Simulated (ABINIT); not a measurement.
# Si2W (I4/mmm) in ABINIT: notebook

The runs below take Si2W through relaxation of cell and atoms, single point, with LDA, PBEsol.

All numbers are computed with ABINIT 10.8.3 (patched build); they aren't measurements. Logs are shortened: lines on timing, memory, paths and dates and some standing lists are left out, and cuts for length are marked. The log counts tension as positive stress, the text compression.

## Step 1: Starting point

The structure is tetragonal, space group I4/mmm (No. 139). The conventional cell has a = 3.214 Å, b = 3.214 Å, c = 7.830 Å, α = 90.00°, β = 90.00°, γ = 90.00°. Around W (site symmetry 4/mmm) lie 10 Si at 2.62 Å. Around Si (site symmetry 4mm) lie 5 Si at 2.59 to 2.63 Å and 5 W at 2.62 Å.

## Step 2: Relaxation of cell and atoms, LDA

The input, run.abi:

```
# Pseudopotentials
pp_dirpath "./"
pseudos "W.upf, Si.upf"

# Structure
acell 3*1.0
rprim
    -3.0366009097     3.0366009097     7.3981832916
     3.0366009097    -3.0366009097     7.3981832916
     3.0366009097     3.0366009097    -7.3981832916
ntypat 2
znucl 74 14
natom 3
typat 1 2 2
chkprim 0
chksymtnons 0
tolsym 1.0e-6
xred
            0.0            0.0            0.0
   0.6653000000   0.6653000000            0.0
   0.3347000000   0.3347000000            0.0

# Plane-wave basis
ecut 952.398519 eV
ecutsm 0.5

# k points
kptopt 1
ngkpt 9 9 9
nshiftk 1
shiftk 0.0 0.0 0.0

# Exchange and correlation
ixc 7

# Bands and occupations
nband 15
occopt 3
tsmear 0.00183747

# SCF cycle
nstep 80
tolvrs 1.0e-12

# Output
iomode 3
prteig 0
prtebands 0
prtwf 0
prtden 0

# Relaxation
ionmov 2
optcell 2
ntime 50
tolmxf 2.0e-5
dilatmx 1.08
```

Potentials or basis: PseudoDojo NC SR LDA v0.4.1 standard.

Run with:

```console
$ abinit run.abi > log 2>&1
```

run.abo:

```text
.Version 10.8.3 of ABINIT
 Symmetries : space group I4/m m m (#139); Bravais tI (body-center tetrag.)
================================================================================
 Values of the parameters that define the memory need of the present run
     intxc =       0    ionmov =       2      iscf =       7    lmnmax =       8
     lnmax =       8     mgfft =      50  mpssoang =       4    mqgrid =    3001
     natom =       3  nloc_mem =       1    nspden =       1   nspinor =       1
    nsppol =       1      nsym =      16    n1xccc =    2501    ntypat =       2
    occopt =       3   xclevel =       1
       mpw =        3429          nfft =      125000          nkpt =          75
================================================================================
================================================================================

--------------------------------------------------------------------------------
------------- Echo of variables that govern the present computation ------------
--------------------------------------------------------------------------------
 -outvars: echo values of preprocessed input variables --------
            acell      1.0000000000E+00  1.0000000000E+00  1.0000000000E+00 Bohr
              amu      1.83850000E+02  2.80855000E+01
          chkprim           0
      chksymtnons           0
          dilatmx      1.08000000E+00
             ecut      3.50000000E+01 Hartree
           ecutsm      5.00000000E-01 Hartree
           ionmov           2
                       outvar_i_n : Printing only first  50 k-points.
              ixc           7
                       outvar_i_n : Printing only first  50 k-points.
         kptrlatt        9    0    0      0    9    0      0    0    9
          kptrlen      5.46588164E+01
            natom           3
            nband          15
            ngfft          50      50      50
             nkpt          75
            nstep          80
             nsym          16
            ntime          50
           ntypat           2
                       prtocc : prtvol=0, do not print more k-points.
           occopt           3
          optcell           2
           prtden           0
        prtebands           0
           prteig           0
            prtwf           0
            rprim     -3.0366009097E+00  3.0366009097E+00  7.3981832916E+00
                       3.0366009097E+00 -3.0366009097E+00  7.3981832916E+00
                       3.0366009097E+00  3.0366009097E+00 -7.3981832916E+00
          spgroup         139
           tolmxf      2.00000000E-05
           tolsym      1.00000000E-06
           tolvrs      1.00000000E-12
           tsmear      1.83747000E-03 Hartree
            typat      1  2  2
                       outvars : Printing only first  50 k-points.
           xangst      0.0000000000E+00  0.0000000000E+00  0.0000000000E+00
                      -5.9880099207E-17  1.3157816673E-16  5.2092324665E+00
                       2.8863884685E-17  7.2060735279E-18  2.6206675282E+00
            xcart      0.0000000000E+00  0.0000000000E+00  0.0000000000E+00
                      -1.1315698789E-16  2.4864669927E-16  9.8440226878E+00
                       5.4544836985E-17  1.3617505411E-17  4.9523438954E+00
             xred      0.0000000000E+00  0.0000000000E+00  0.0000000000E+00
                       6.6530000000E-01  6.6530000000E-01  2.2309436670E-17
                       3.3470000000E-01  3.3470000000E-01  1.1223460775E-17
            znucl       74.00000   14.00000

================================================================================

 chkinp: Checking input parameters for consistency.

================================================================================
== DATASET  1 ==================================================================

--- !DatasetInfo
iteration_state: {dtset: 1, }
dimensions: {natom: 3, nkpt: 75, mband: 15, nsppol: 1, nspinor: 1, nspden: 1, mpw: 3429, }
cutoff_energies: {ecut:  35.0, pawecutdg:  -1.0, }
electrons: {nelect:   2.20000000E+01, charge:   0.00000000E+00, occopt:   3.00000000E+00, tsmear:   1.83747000E-03, }
meta: {optdriver: 0, ionmov: 2, optcell: 2, iscf: 7, paral_kgb: 0, }
...

 Exchange-correlation functional for the present dataset will be:
  LDA: Perdew-Wang 92 LSD fit to Ceperley-Alder data - ixc=7
  J.P.Perdew and Y.Wang, PRB 45, 13244 (1992)

 Real(R)+Recip(G) space primitive vectors, cartesian coordinates (Bohr,Bohr^-1):
 R(1)= -3.0366009  3.0366009  7.3981833  G(1)=  0.0000000  0.1646578  0.0675842
 R(2)=  3.0366009 -3.0366009  7.3981833  G(2)=  0.1646578  0.0000000  0.0675842
 R(3)=  3.0366009  3.0366009 -7.3981833  G(3)=  0.1646578  0.1646578  0.0000000
 Unit cell volume ucvol=  2.7287297E+02 bohr^3
 Angles (23,13,12)=  1.38415317E+02  1.38415317E+02  6.02675125E+01 degrees

 getcut: wavevector=  0.0000  0.0000  0.0000  ngfft=  50  50  50
         ecut(hartree)=     40.824   => boxcut(ratio)=   2.03298

--- Pseudopotential description ------------------------------------------------
- pspini: atom type   1  psp file is ./W.upf
  74.00000  14.00000  180309                  znucl, zion, pspdat
12 -1012 3 -1 1380                            pspcod,pspxc,lmax,lloc,mmax
     nproj     2     2     2     2

- pspini: atom type   2  psp file is ./Si.upf
  14.00000   4.00000  180309                  znucl, zion, pspdat
12 -1012 2 -1 1510                            pspcod,pspxc,lmax,lloc,mmax
     nproj     2     2     2     0

   5.41555377E+02                                ecore*ucvol(ha*bohr**3)
--------------------------------------------------------------------------------

================================================================================

=== [ionmov= 2] Broyden-Fletcher-Goldfarb-Shanno method (forces)
================================================================================

--- Iteration: ( 1/50) Internal Cycle: (1/1)
--------------------------------------------------------------------------------

---SELF-CONSISTENT-FIELD CONVERGENCE--------------------------------------------

--- !BeginCycle
iteration_state: {dtset: 1, itime: 1, icycle: 1, }
solver: {iscf: 7, nstep: 80, nline: 4, wfoptalg: 0, }
tolerances: {tolvrs: 1.00E-12, }
...

     iter   Etot(hartree)      deltaE(h)  residm     vres2
 ETOT  1  -84.457935069011    -8.446E+01 7.730E-02 3.514E+01
 ETOT  2  -84.492705872550    -3.477E-02 2.787E-02 6.324E+01
 ETOT  3  -84.497200822177    -4.495E-03 1.010E-02 5.814E-01
 ETOT  4  -84.497244619486    -4.380E-05 9.197E-03 5.556E-03
 ETOT  5  -84.497245129094    -5.096E-07 4.501E-03 2.155E-04
 ETOT  6  -84.497245145705    -1.661E-08 3.960E-03 1.078E-06
 ETOT  7  -84.497245145825    -1.199E-10 1.809E-03 5.014E-08
 ETOT  8  -84.497245145830    -4.903E-12 1.279E-03 4.654E-10
 ETOT  9  -84.497245145827     2.586E-12 1.073E-03 7.387E-12
 ETOT 10  -84.497245145828    -3.979E-13 1.567E-03 5.456E-15

 At SCF step   10       vres2   =  5.46E-15 < tolvrs=  1.00E-12 =>converged.

 Cartesian components of stress tensor (hartree/bohr^3)
  sigma(1 1)=  2.04918355E-04  sigma(3 2)=  0.00000000E+00
  sigma(2 2)=  2.04918355E-04  sigma(3 1)=  0.00000000E+00
  sigma(3 3)=  2.24259241E-04  sigma(2 1)=  0.00000000E+00
[... 766 lines left out ...]
  5.79594238379459E-20 -9.32099287098886E-22  6.20078119226751E-20
  6.65196084620241E-01  6.65196084620241E-01  2.24972094580301E-17
  3.34803915379759E-01  3.34803915379759E-01  1.11036268483115E-17
 Cartesian forces (fcart) [Ha/bohr]; max,rms= 1.29807E-06 6.11914E-07 (free atoms)
  9.38497334144668E-23  1.64435812352325E-22  7.05860787227428E-23
 -2.24945346006004E-22  5.73989697454294E-23  1.29806505758899E-06
  1.31095612591537E-22 -2.21834782097755E-22 -1.29806505758900E-06
 Gradient of E wrt nuclear positions in reduced coordinates (gred)
 -7.30055651423875E-22 -3.05343137920439E-22 -2.59345491478799E-22
 -9.52039703464049E-06 -9.52039703464049E-06  9.52039703464050E-06
  9.52039703464050E-06  9.52039703464050E-06 -9.52039703464050E-06
 Scale of Primitive Cell (acell) [bohr]
  8.47901818588415E+00  8.47901818588416E+00  8.47901818588416E+00
 Real space primitive translations (rprimd) [bohr]
 -3.00847220793592E+00  3.00847220793592E+00  7.33429883115683E+00
  3.00847220793592E+00 -3.00847220793592E+00  7.33429883115684E+00
  3.00847220793592E+00  3.00847220793592E+00 -7.33429883115684E+00
 Unitary Cell Volume (ucvol) [Bohr^3]=  2.65528168610150E+02
 Angles (23,13,12)= [degrees]
  1.38435940480396E+02  1.38435940480396E+02  6.02359873443491E+01
 Lengths [Bohr]
  8.47901818588415E+00  8.47901818588416E+00  8.47901818588415E+00
 Stress tensor in cartesian coordinates (strten) [Ha/bohr^3]
 -8.68482384506694E-08  0.00000000000000E+00  0.00000000000000E+00
  0.00000000000000E+00 -8.68482384376590E-08  0.00000000000000E+00
  0.00000000000000E+00  0.00000000000000E+00  5.33418396259089E-11
 Total energy (etotal) [Ha]= -8.44980417851405E+01

 Difference of energy with previous step (new-old):
           Absolute (Ha)=-1.17547E-09
           Relative     =-1.39112E-11

 At Broyd/MD step   8, gradients are converged :
  max grad (force/stress) = 8.6848E-06 < tolmxf= 2.0000E-05 ha/bohr (free atoms)

================================================================================

 ----iterations are completed or convergence reached----

 Mean square residual over all n,k,spin=   80.851E-11; max=  90.950E-08
 reduced coordinates (array xred) for    3 atoms
       0.000000000000     -0.000000000000      0.000000000000
       0.665196084620      0.665196084620      0.000000000000
       0.334803915380      0.334803915380      0.000000000000
 rms dE/dt=  7.7734E-06; max dE/dt=  9.5204E-06; dE/dt below (all hartree)
    1       0.000000000000      0.000000000000      0.000000000000
    2      -0.000009520397     -0.000009520397      0.000009520397
    3       0.000009520397      0.000009520397     -0.000009520397

 cartesian coordinates (angstrom) at end:
    1      0.00000000000000     0.00000000000000    -0.00000000000000
    2      0.00000000000000    -0.00000000000000     5.16344331491602
    3      0.00000000000000    -0.00000000000000     2.59884427861937

 cartesian forces (hartree/bohr) at end:
    1      0.00000000000000     0.00000000000000     0.00000000000000
    2     -0.00000000000000     0.00000000000000     0.00000129806506
    3      0.00000000000000    -0.00000000000000    -0.00000129806506
 frms,max,avg= 6.1191374E-07 1.2980651E-06   0.000E+00  0.000E+00  0.000E+00 h/b

 cartesian forces (eV/Angstrom) at end:
    1      0.00000000000000     0.00000000000000     0.00000000000000
    2     -0.00000000000000     0.00000000000000     0.00006674918903
    3      0.00000000000000    -0.00000000000000    -0.00006674918903
 frms,max,avg= 3.1465869E-05 6.6749189E-05   0.000E+00  0.000E+00  0.000E+00 e/A
 length scales=  8.479018185884  8.479018185884  8.479018185884 bohr
              =  4.486903191758  4.486903191758  4.486903191758 angstroms
 Fermi (or HOMO) energy (hartree) =   0.52713   Average Vxc (hartree)=  -0.47139
 Eigenvalues (hartree) for nkpt=  75  k points:
 kpt#   1, nband= 15, wtk=  0.00137, kpt=  0.0000  0.0000  0.0000 (reduced coord)
  -2.18163   -0.86885   -0.86715   -0.86715    0.00667    0.27292    0.39443    0.40258
   0.42342    0.42342    0.55305    0.63633    0.63853    0.64666    0.64666
      occupation numbers for kpt#   1
   2.00000    2.00000    2.00000    2.00000    2.00000    2.00000    2.00000    2.00000
   2.00000    2.00000    0.00000    0.00000    0.00000    0.00000    0.00000
 prteigrs : prtvol=0 or 1, do not print more k-points.

--- !EnergyTerms
iteration_state     : {dtset: 1, itime: 8, icycle: 1, }
comment             : Components of total free energy in Hartree
kinetic             :  2.39258037622633E+01
hartree             :  1.36541648887745E+01
xc                  : -1.98088942958009E+01
Ewald energy        : -6.32068140808351E+01
psp_core            :  2.03954020923603E+00
local_psp           : -5.50473117180223E+01
non_local_psp       :  1.39455745814477E+01
internal            : -8.44979366529367E+01
'-kT*entropy'       : -1.05132203840089E-04
total_energy        : -8.44980417851406E+01
total_energy_eV     : -2.29930885204450E+03
band_energy         : -4.85587067686151E+00
...

 rms coord change=  6.9277E-05   atom, delta coord (reduced):
     1        0.000000000000     -0.000000000000      0.000000000000
     2       -0.000103915380     -0.000103915380      0.000000000000
     3        0.000103915380      0.000103915380     -0.000000000000

 Cartesian components of stress tensor (hartree/bohr^3)
  sigma(1 1)= -8.68482385E-08  sigma(3 2)=  0.00000000E+00
  sigma(2 2)= -8.68482384E-08  sigma(3 1)=  0.00000000E+00
  sigma(3 3)=  5.33418396E-11  sigma(2 1)=  0.00000000E+00

-Cartesian components of stress tensor (GPa)         [Pressure=  1.7029E-03 GPa]
- sigma(1 1)= -2.55516339E-03  sigma(3 2)=  0.00000000E+00
- sigma(2 2)= -2.55516339E-03  sigma(3 1)=  0.00000000E+00
- sigma(3 3)=  1.56937110E-06  sigma(2 1)=  0.00000000E+00

== END DATASET(S) ==============================================================
================================================================================

 -outvars: echo values of variables after computation  --------
            acell      8.4790181859E+00  8.4790181859E+00  8.4790181859E+00 Bohr
           etotal     -8.4498041785E+01
            fcart      9.3849733414E-23  1.6443581235E-22  7.0586078723E-23
                      -2.2494534601E-22  5.7398969745E-23  1.2980650576E-06
                       1.3109561259E-22 -2.2183478210E-22 -1.2980650576E-06
            rprim     -3.5481374635E-01  3.5481374635E-01  8.6499387905E-01
                       3.5481374635E-01 -3.5481374635E-01  8.6499387905E-01
                       3.5481374635E-01  3.5481374635E-01 -8.6499387905E-01
           strten     -8.6848238451E-08 -8.6848238438E-08  5.3341839626E-11
                       0.0000000000E+00  0.0000000000E+00  0.0000000000E+00
           xangst      4.9611782951E-21  1.9247354654E-19 -1.9329987668E-20
                       2.1307474459E-16 -1.4144295786E-16  5.1634433149E+00
                       7.5420177807E-17 -4.0065898346E-17  2.5988442786E+00
             xred      5.7959423838E-20 -9.3209928710E-22  6.2007811923E-20
                       6.6519608462E-01  6.6519608462E-01  2.2497209458E-17
                       3.3480391538E-01  3.3480391538E-01  1.1103626848E-17
 Calculation completed.
```

It took 14 min on 1 thread of AMD EPYC 9R45 (Zen 5), shared host; peak memory 0.15 GiB.

Results:

* Free energy: -2299.3089 eV
* Relaxed volume: 13.12 Å³/atom
* Relaxed cell: a = 4.487 Å, b = 4.487 Å, c = 4.487 Å, α = 138.44°, β = 138.44°, γ = 60.24°
* Space group after relaxing (to 0.05 Å): I4/mmm (No. 139)
* Energy gained by relaxing: 7.2 meV/atom
* Ionic steps: 8
* Pressure after relaxing: 0.0 GPa
* Band gap on the k mesh: none (metal or under the smearing width)

The path:
| step | energy change (eV) | largest force (eV/Å) | pressure (GPa) | volume (Å³) |
| --- | --- | --- | --- | --- |
| 1 | 0.0000 | 0.0889 | -6.22 | 40.44 |
| 2 | -0.0197 | 0.0198 | -1.92 | 39.67 |
| 3 | -0.0216 | 0.0090 | 0.06 | 39.34 |
| 4 | -0.0217 | 0.0064 | 0.00 | 39.35 |
| 5 | -0.0217 | 0.0032 | -0.01 | 39.35 |
| 6 | -0.0217 | 0.0025 | 0.00 | 39.35 |
| 7 | -0.0217 | 0.0006 | 0.00 | 39.35 |
| 8 | -0.0217 | 0.0001 | 0.00 | 39.35 |

Final structure:
```
W Si
1.0
    -1.59201    1.59201    3.88114
     1.59201   -1.59201    3.88114
     1.59201    1.59201   -3.88114
W Si
1 2
Direct
  0.00000 0.00000 0.00000
  0.66520 0.66520 0.00000
  0.33480 0.33480 0.00000
```

## Step 3: Single point, LDA (cell relaxed)

The input, run.abi:

```
# Pseudopotentials
pp_dirpath "./"
pseudos "W.upf, Si.upf"

# Structure
acell 3*1.0
rprim
    -3.0084722040     3.0084722040     7.3342988323
     3.0084722040    -3.0084722040     7.3342988323
     3.0084722040     3.0084722040    -7.3342988323
ntypat 2
znucl 74 14
natom 3
typat 1 2 2
xred
     0.0000000000     0.0000000000     0.0000000000
     0.6651960800     0.6651960800     0.0000000000
     0.3348039200     0.3348039200     0.0000000000
chkprim 0
chksymtnons 0
tolsym 1.0e-6

# Plane-wave basis
ecut 952.398519 eV

# k points
kptopt 1
ngkpt 9 9 9
nshiftk 1
shiftk 0.0 0.0 0.0

# Exchange and correlation
ixc 7

# Bands and occupations
nband 15
occopt 3
tsmear 0.05 eV

# SCF cycle
nstep 100
tolvrs 1.0e-10

# Output
iomode 3
prtwf 0
prtden 0
prteig 0
prtebands 0
```

Potentials or basis: PseudoDojo NC SR LDA v0.4.1 standard.

Run with:

```console
$ abinit run.abi > log 2>&1
```

It took 83 s on 1 thread of AMD EPYC 9R45 (Zen 5), shared host; peak memory 0.12 GiB.

The run converged. Its results:

| Item | Value |
| --- | --- |
| Free energy | -2299.3089 eV |
| Pressure | 0.0 GPa |
| Band gap on the k mesh | none (metal or under the smearing width) |
| Valence electrons inside the program's atomic spheres | W 10.30; Si 1.84 |

Levels at points of the mesh, in eV from the Fermi level:
```
           k point  band 9  band 10  band 11  band 12  band 13  band 14
(0.00, 0.00, 0.00)   -2.82    -2.82     0.71     2.97     3.03     3.25
```

The run has no spin-orbit coupling, so splittings on W are missing.

## Step 4: Single point, PBEsol

The input, run.abi:

```
# Pseudopotentials
pp_dirpath "./"
pseudos "W.upf, Si.upf"

# Structure
acell 3*1.0
rprim
    -3.0366009097     3.0366009097     7.3981832916
     3.0366009097    -3.0366009097     7.3981832916
     3.0366009097     3.0366009097    -7.3981832916
ntypat 2
znucl 74 14
natom 3
typat 1 2 2
xred
     0.0000000000     0.0000000000     0.0000000000
     0.6653000000     0.6653000000     0.0000000000
     0.3347000000     0.3347000000     0.0000000000

# Plane-wave basis
ecut 31.0

# k points
kptopt 1
ngkpt 9 9 9
nshiftk 1
shiftk 0.0 0.0 0.0

# Exchange and correlation
ixc -116133

# Bands and occupations
nband 15
occopt 3
tsmear 0.00183747

# SCF cycle
nstep 100
tolvrs 1.0e-10

# Output
iomode 3
prtwf 0
prtden 0
prteig 0
prtebands 0
enunit 1
```

Potentials or basis: PseudoDojo NC SR PBEsol v0.4.1 standard.

Run with:

```console
$ mpirun --bind-to none -np 4 abinit run.abi > log 2>&1
```

It took 83 s on 4 MPI ranks of AMD EPYC, shared host; peak memory 0.36 GiB.

It converged, with:

| Item | Value |
| --- | --- |
| Free energy | -2295.1043 eV |
| Pressure | -2.0 GPa |
| Largest force | 0.008 eV/Å |
| Band gap on the k mesh | none (metal or under the smearing width) |
| Valence electrons inside the program's atomic spheres | W 10.26; Si 1.79 |

Forces in eV/Å, atoms in the order of the input:
```
W    0.000  0.000  0.000
Si   0.000  0.000 -0.008
Si   0.000  0.000  0.008
```

Stress tensor (GPa, compression positive):
```
-2.05  0.00  0.00
 0.00 -2.05  0.00
 0.00  0.00 -1.89
```

Levels at points of the mesh, in eV from the Fermi level:
```
           k point  band 8  band 9  band 10  band 11  band 12  band 13  band 14  band 15
(0.00, 0.00, 0.00)   -3.27   -2.77    -2.77     0.69     2.83     3.00     3.16     3.16
```

Caveat: the cutoff is short for stress, so the pressure is rough.

## Step 5: Summary

| task | level | potentials or basis | cell | cutoff (eV) | cell freedom (optcell) | optimiser (ionmov) | cutoff smearing ecutsm (Ha) | force stop (Ha/bohr) | gap on the mesh (eV) | pressure (GPa) |
| --- | --- | --- | --- | --- | --- | --- | --- | --- | --- | --- |
| relaxation of cell and atoms | LDA | PseudoDojo NC SR LDA v0.4.1 standard | relaxed | 952 | 2 | 2 | 0.5 | 2e-05 | none | 0.0 |
| single point | LDA | PseudoDojo NC SR LDA v0.4.1 standard | cell relaxed | 952 | - | - | - | - | none | 0.0 |
| single point | PBEsol | PseudoDojo NC SR PBEsol v0.4.1 standard | as given | 844 | - | - | - | - | none | -2.0 |

Alike in all rows: no spin polarisation; k mesh 9 × 9 × 9; smearing fermi-dirac 0.05 eV.

Caveats: the cutoff is short for stress, so the pressure is rough (some runs).

Absolute energies hang on the potentials; compare differences alone.
